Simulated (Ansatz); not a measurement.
FeNi3 (Awaruite):

```xyz
4
Lattice="3.5450 0.0000 0.0000 0.0000 3.5450 0.0000 0.0000 0.0000 3.5450" Properties=species:S:1:pos:R:3 pbc="T T T"
Ni    1.7725    1.7725    0.0000
Ni    1.7725    0.0000    1.7725
Ni    0.0000    1.7725    1.7725
Fe    0.0000    0.0000    0.0000
```

- Program: Ansatz 0.2.0
- Task: relaxation of cell and atoms
- Functional: PBEsol
- Potentials or basis: JTH PAW
- Cutoff: 2400 eV (not typed: the program's choice for these potentials)
- k mesh: 8 × 8 × 8
- Occupations: fermi-dirac, width 0.05 eV
- Spin: collinear spin, ferromagnetic start
- Starting moments: [1.0, 1.0, 1.0, 3.0] μB

At the start: volume 11.14 Å³/atom.

Task: Where does the relaxation end?

Result: It ends after 5 steps and the volume is 10.66 Å³/atom (-4.3 %); space group Pm-3m (No. 221, to 0.05 Å); moment 4.74 μB per cell.

Step by step:
```csv
step,energy change (eV),largest force (eV/Å),volume (Å³)
1,0.0000,0.0000,44.55
2,-0.0435,0.0000,43.48
3,-0.0548,0.0000,42.56
4,-0.0549,0.0000,42.63
5,-0.0545,0.0000,42.63
```

Final structure:
```yaml
crystal:
  lattice:
    - [3.49343, 0.00000, 0.00000]
    - [0.00000, 3.49343, 0.00000]
    - [0.00000, 0.00000, 3.49343]
  atoms:
    - { symbol: Ni, position: [0.50000, 0.50000, 0.00000] }
    - { symbol: Ni, position: [0.50000, 0.00000, 0.50000] }
    - { symbol: Ni, position: [0.00000, 0.50000, 0.50000] }
    - { symbol: Fe, position: [0.00000, 0.00000, 0.00000] }
```

Caveat: the plane-wave basis is chosen anew once the cell has moved, so the energies of steps on either side of that aren't comparable.
